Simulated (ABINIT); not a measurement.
# C in ABINIT: notebook, part 2 of 2

ABINIT 10.8.3 (patched build).

**3. Single point, LDA**

The input, run.abi:

```
pp_dirpath "./"
pseudos "C.upf"

acell 4.6415972861 4.6415972862 45.6065750215
rprim
     1.0000000000     0.0000000000     0.0000000000
    -0.5000000000     0.8660254038     0.0000000000
     0.0000000000     0.0000000000     1.0000000000
ntypat 1
znucl 6
natom 4
typat 1 1 1 1
xcart
     1.2281137531     0.7090518058    13.7678315462
    -0.0000000001     1.4181036119    10.3661286225
     0.0000000000     0.0000000000    10.3662895960
     0.0000000000     0.0000000000    13.7676705727 Angstrom

ecut 31.0

kptopt 1
ngkpt 9 9 2
nshiftk 1
shiftk 0.0 0.0 0.0

ixc 7

nband 12
occopt 3
tsmear 0.00183747

nstep 100
tolvrs 1.0e-10

iomode 3
prtwf 0
prtden 0
prteig 0
prtebands 0
enunit 1
prtvol 2
```

Potentials or basis: PseudoDojo NC SR LDA v0.4.1 standard.

On the command line:

```console
$ abinit run.abi > log 2>&1
```

run.abo:

```text
.Version 10.8.3 of ABINIT
 Symmetries : space group P-3 m 1 (#164); Bravais hP (primitive hexag.)
================================================================================
 Values of the parameters that define the memory need of the present run
     intxc =       0    ionmov =       0      iscf =       7    lmnmax =       4
     lnmax =       4     mgfft =     240  mpssoang =       2    mqgrid =   11431
     natom =       4  nloc_mem =       1    nspden =       1   nspinor =       1
    nsppol =       1      nsym =      12    n1xccc =    2501    ntypat =       1
    occopt =       3   xclevel =       1
       mpw =        7052          nfft =      138240          nkpt =          24
================================================================================
================================================================================

--------------------------------------------------------------------------------
------------- Echo of variables that govern the present computation ------------
--------------------------------------------------------------------------------
 -outvars: echo values of preprocessed input variables --------
            acell      4.6415972861E+00  4.6415972862E+00  4.5606575021E+01 Bohr
              amu      1.20110000E+01
             ecut      3.10000000E+01 Hartree
           enunit           1
              ixc           7
         kptrlatt        9    0    0      0    9    0      0    0    2
          kptrlen      4.17743756E+01
            natom           4
            nband          12
            ngfft          24      24     240
             nkpt          24
            nstep         100
             nsym          12
           ntypat           1
           occopt           3
           prtden           0
        prtebands           0
           prteig           0
           prtvol           2
            prtwf           0
            rprim      1.0000000000E+00  0.0000000000E+00  0.0000000000E+00
                      -5.0000000000E-01  8.6602540380E-01  0.0000000000E+00
                       0.0000000000E+00  0.0000000000E+00  1.0000000000E+00
          spgroup         164
           tolvrs      1.00000000E-10
           tsmear      1.83747000E-03 Hartree
            typat      1  1  1  1
           xangst      1.2281137526E+00  7.0905180613E-01  1.3767831546E+01
                       4.1384074235E-10  1.4181036116E+00  1.0366128622E+01
                       4.3147975186E-10  6.9735816048E-10  1.0366289596E+01
                       4.3147975186E-10  6.9735816048E-10  1.3767670573E+01
            xcart      2.3207986438E+00  1.3399137227E+00  2.6017430970E+01
                       7.8204566278E-10  2.6798274440E+00  1.9589144082E+01
                       8.1537855988E-10  1.3178159350E-09  1.9589448278E+01
                       8.1537855988E-10  1.3178159350E-09  2.6017126774E+01
             xred      6.6666666701E-01  3.3333333366E-01  5.7047544039E-01
                       3.3333333367E-01  6.6666666699E-01  4.2952456029E-01
                       3.3958567440E-10  3.2783601759E-10  4.2953123029E-01
                       3.3958567440E-10  3.2783601759E-10  5.7046877039E-01
            znucl        6.00000

================================================================================

 chkinp: Checking input parameters for consistency.

================================================================================
[... 220 lines left out ...]
    4     -0.00000000000000    -0.00000000000000    -0.00066903048840
 frms,max,avg= 2.7354712E-04 6.6903049E-04   0.000E+00  0.000E+00  0.000E+00 h/b

 cartesian forces (eV/Angstrom) at end:
    1      0.00000000000000     0.00000000000000    -0.00190078156530
    2      0.00000000000000     0.00000000000000     0.00190078156530
    3      0.00000000000000    -0.00000000000000     0.03440293094160
    4     -0.00000000000000    -0.00000000000000    -0.03440293094160
 frms,max,avg= 1.4066358E-02 3.4402931E-02   0.000E+00  0.000E+00  0.000E+00 e/A
 length scales=  4.641597286100  4.641597286200 45.606575021500 bohr
              =  2.456227504327  2.456227504380 24.133960152343 angstroms
 Fermi (or HOMO) energy (eV) =  -1.92792   Average Vxc (eV)=  -3.40765
 Eigenvalues (   eV  ) for nkpt=  24  k points:
 kpt#   1, nband= 12, wtk=  0.00617, kpt=  0.0000  0.0000  0.0000 (reduced coord)
 -21.40080  -21.25710  -10.11752   -9.17009   -4.92981   -4.92981   -4.92288   -4.92288
   1.53874    2.06097    2.67739    3.34132
 kpt#   2, nband= 12, wtk=  0.03704, kpt=  0.1111  0.0000  0.0000 (reduced coord)
 -21.10787  -20.96719   -9.76052   -8.82328   -6.03639   -6.01725   -5.51538   -5.50094
   1.92887    2.45921    3.08538    3.74671
 kpt#   3, nband= 12, wtk=  0.03704, kpt=  0.2222  0.0000  0.0000 (reduced coord)
 -20.23510  -20.10246   -8.70350   -8.57666   -8.53716   -7.80293   -6.69281   -6.67155
   3.09721    3.64546    4.30875    4.95790
 kpt#   4, nband= 12, wtk=  0.03704, kpt=  0.3333  0.0000  0.0000 (reduced coord)
 -18.80221  -18.68234  -11.50968  -11.44803   -7.72995   -7.70595   -7.01769   -6.20005
   2.78711    3.22857    5.01824    5.62572
 kpt#   5, nband= 12, wtk=  0.03704, kpt=  0.4444  0.0000  0.0000 (reduced coord)
 -16.87110  -16.77041  -14.27545  -14.19660   -8.30291   -8.27798   -5.02723   -4.46526
   0.05607    0.51999    5.66236    5.84855
 kpt#   6, nband= 12, wtk=  0.03704, kpt=  0.1111  0.1111  0.0000 (reduced coord)
 -20.52512  -20.38986   -9.05260   -8.13920   -7.57100   -7.55325   -6.67716   -6.66488
[... 40 lines left out ...]
 kpt#  20, nband= 12, wtk=  0.07407, kpt=  0.3333  0.1111  0.5000 (reduced coord)
 -17.68401  -17.57410  -12.79552  -12.72698   -8.96762   -8.93403   -5.75780   -5.03224
   1.19249    1.62506    6.53654    6.94618
 kpt#  21, nband= 12, wtk=  0.03704, kpt=  0.4444  0.1111  0.5000 (reduced coord)
 -15.84899  -15.79742  -14.98607  -14.94767   -9.26999   -9.23507   -4.22370   -3.88566
  -0.46147   -0.17961    6.82364    7.04261
 kpt#  22, nband= 12, wtk=  0.03704, kpt=  0.2222  0.2222  0.5000 (reduced coord)
 -17.96300  -17.85041  -11.49399  -11.46274  -10.12227  -10.09886   -6.02856   -5.25863
   1.91566    2.18495    6.17934    6.72457
 kpt#  23, nband= 12, wtk=  0.07407, kpt=  0.3333  0.2222  0.5000 (reduced coord)
 -16.08729  -15.99489  -13.64674  -13.58107  -11.12320  -11.07609   -4.02685   -3.47142
  -0.34574   -0.05415    8.67089    8.70700
 kpt#  24, nband= 12, wtk=  0.01235, kpt=  0.3333  0.3333  0.5000 (reduced coord)
 -14.39947  -14.35347  -14.35347  -14.31177  -12.60365  -12.60365   -2.23929   -1.92794
  -1.92794   -1.59863    8.42651    8.42651
 Total charge density [el/Bohr^3]
)     Maximum=    3.3531E-01  at reduced coord.    0.9167    0.8333    0.5708
)Next maximum=    3.3531E-01  at reduced coord.    0.9167    0.0833    0.5708
)     Minimum=    0.0000E+00  at reduced coord.    0.0000    0.0000    0.0000
)Next minimum=    0.0000E+00  at reduced coord.    0.0417    0.0000    0.0000
   Integrated=    1.6000E+01

--- !EnergyTerms
iteration_state     : {dtset: 1, }
comment             : Components of total free energy in Hartree
kinetic             :  1.69204670368384E+01
hartree             :  1.87759284493491E+02
xc                  : -8.55619591371259E+00
Ewald energy        :  1.68949937819459E+02
psp_core            :  3.27249543670930E-01
local_psp           : -3.88223861921562E+02
non_local_psp       : -1.29600401912316E+00
internal            : -2.41191229609384E+01
'-kT*entropy'       : -1.28019475849563E-04
total_energy        : -2.41192509804143E+01
total_energy_eV     : -6.56318254391809E+02
band_energy         : -6.48615109097038E+00
...

 Cartesian components of stress tensor (hartree/bohr^3)
  sigma(1 1)=  7.26126182E-05  sigma(3 2)=  0.00000000E+00
  sigma(2 2)=  7.26126182E-05  sigma(3 1)=  0.00000000E+00
  sigma(3 3)=  4.30663977E-05  sigma(2 1)=  5.68683349E-15

-Cartesian components of stress tensor (GPa)         [Pressure= -1.8466E+00 GPa]
- sigma(1 1)=  2.13633698E+00  sigma(3 2)=  0.00000000E+00
- sigma(2 2)=  2.13633698E+00  sigma(3 1)=  0.00000000E+00
- sigma(3 3)=  1.26705717E+00  sigma(2 1)=  1.67312418E-10

== END DATASET(S) ==============================================================
================================================================================

 -outvars: echo values of variables after computation  --------
            acell      4.6415972861E+00  4.6415972862E+00  4.5606575021E+01 Bohr
           etotal     -2.4119250980E+01
            fcart      0.0000000000E+00  2.1435371986E-27 -3.6964316242E-05
                       9.2817883403E-28  2.6794214983E-27  3.6964316242E-05
                       0.0000000000E+00 -3.2153057980E-27  6.6903048840E-04
                      -9.2817883403E-28 -1.6076528990E-27 -6.6903048840E-04
            rprim      1.0000000000E+00  0.0000000000E+00  0.0000000000E+00
                      -5.0000000000E-01  8.6602540380E-01  0.0000000000E+00
                       0.0000000000E+00  0.0000000000E+00  1.0000000000E+00
           strten      7.2612618205E-05  7.2612618168E-05  4.3066397725E-05
                       0.0000000000E+00  0.0000000000E+00  5.6868334949E-15
           xangst      1.2281137526E+00  7.0905180613E-01  1.3767831546E+01
                       4.1384074235E-10  1.4181036116E+00  1.0366128622E+01
                       4.3147975186E-10  6.9735816048E-10  1.0366289596E+01
                       4.3147975186E-10  6.9735816048E-10  1.3767670573E+01
             xred      6.6666666701E-01  3.3333333366E-01  5.7047544039E-01
                       3.3333333367E-01  6.6666666699E-01  4.2952456029E-01
                       3.3958567440E-10  3.2783601759E-10  4.2953123029E-01
                       3.3958567440E-10  3.2783601759E-10  5.7046877039E-01
 Calculation completed.
```

It took 2.5 min on 1 thread of Arm Neoverse V2, shared host; peak memory 0.11 GiB.

What came out:

```yaml
Free_energy: -656.3183 eV
Largest_force: 0.034 eV/Å
Band_gap_on_the_k_mesh: none (metal or under the smearing width)
All_electrons_inside_the_program's_atomic_spheres: C 4.77, 4.76 (radii [1.0584] Å)
```

Forces on the atoms (eV/Å):
```
C    0.000  0.000 -0.002
C    0.000  0.000  0.002
C    0.000  0.000  0.034
C    0.000  0.000 -0.034
```

Caveat: the cutoff is too short for stress, so the log's stress isn't used.

**4. Single point, LDA**

The input, run.abi:

```
pp_dirpath "./"
pseudos "C.upf"

acell 3*1.0
rprim
     4.6415972861     0.0000000000     0.0000000000
    -2.3207986431     4.0197411640     0.0000000000
     0.0000000000     0.0000000000    45.6065750215
ntypat 1
znucl 6
natom 4
typat 1 1 1 1
xcart
     1.2281137531     0.7090518058    13.7678315462
    -0.0000000001     1.4181036119    10.3661286225
     0.0000000000     0.0000000000    10.3662895960
     0.0000000000     0.0000000000    13.7676705727 Angstrom

ecut 31.0

kptopt 1
ngkpt 9 9 2
nshiftk 1
shiftk 0.0 0.0 0.0

ixc 7

nband 12
occopt 3
tsmear 0.05 eV

nstep 100
tolvrs 1.0e-10

iomode 3
prtwf 0
prteig 0
prtebands 0
enunit 2
prtvol 2
prtden 1
prtvha 1
prtvclmb 1
prtpot 1
prtelf 1
```

On the command line:

```console
$ abinit run.abi > log 2>&1
```

Wall time 2.6 min (1 thread of Arm Neoverse V1, shared host); peak memory 0.11 GiB.

The run converged. Its results:

```
Free energy                                       : -656.3183 eV
Largest force                                     : 0.034 eV/Å
Band gap on the k mesh                            : none (metal or under the smearing width)
All electrons inside the program's atomic spheres : C 4.77, 4.76 (radii [1.0584] Å)
```

Forces in eV/Å, atoms in the order of the input:
```
C    0.000  0.000 -0.002
C    0.000  0.000  0.002
C    0.000  0.000  0.034
C    0.000  0.000 -0.034
```

Levels at points of the mesh, in eV from the Fermi level:
| k point | band 6 | band 7 | band 8 | band 9 | band 10 | band 11 |
| --- | --- | --- | --- | --- | --- | --- |
| (0.00, 0.00, 0.00) | -3.00 | -2.99 | -2.99 | 3.47 | 3.99 | 4.61 |
| (0.00, 0.00, 0.50) | -3.00 | -3.00 | -3.00 | 3.47 | 3.98 | 4.69 |

Caveat: the cutoff is too short for stress, so the log's stress isn't used.

**5. Single point, LDA**

The input, run.abi:

```
pp_dirpath "./"
pseudos "C.upf"

acell 3*1.0 Angstrom
rprim
     2.4562275060     0.0000000000     0.0000000000
    -1.2281137530     2.1271554177     0.0000000000
     0.0000000000     0.0000000000    24.1339601687
ntypat 1
znucl 6
natom 4
typat 1 1 1 1
xcart
     2.3207986433     1.3399137212    26.0174309523
    -0.0000000002     2.6798274428    19.5891440692
     0.0000000000     0.0000000000    19.5894482651
     0.0000000000     0.0000000000    26.0171267564

ecut 31.0

kptopt 1
ngkpt 9 9 2
nshiftk 1
shiftk 0.0 0.0 0.0

ixc 7

nband 12
occopt 3
tsmear 0.05 eV

nstep 100
tolvrs 1.0e-10

iomode 3
prtwf 0
prtden 0
prteig 0
prtebands 0
```

On the command line:

```console
$ abinit run.abi > log 2>&1
```

It took 2.6 min on 1 thread of Arm Neoverse V1, shared host; peak memory 0.11 GiB.

The run converged. Its results:

```yaml
Free_energy: -656.3183 eV
Largest_force: 0.034 eV/Å
Band_gap_on_the_k_mesh: none (metal or under the smearing width)
All_electrons_inside_the_program's_atomic_spheres: C 4.77, 4.76 (radii [1.0584] Å)
```

Forces in eV/Å, atoms in the order of the input:
```
C    0.000  0.000 -0.002
C    0.000  0.000  0.002
C    0.000  0.000  0.034
C    0.000  0.000 -0.034
```

Levels at points of the mesh, in eV from the Fermi level:
```tsv
k point	band 4	band 5	band 6	band 7	band 8	band 9	band 10	band 11	band 12
(0.00, 0.00, 0.00)	-7.24	-3.00	-3.00	-2.99	-2.99	3.47	3.99	4.61	5.27
(0.00, 0.00, 0.50)	-7.24	-3.00	-3.00	-3.00	-3.00	3.47	3.98	4.69	5.03
```

Caveat: the cutoff is too short for stress, so the log's stress isn't used.
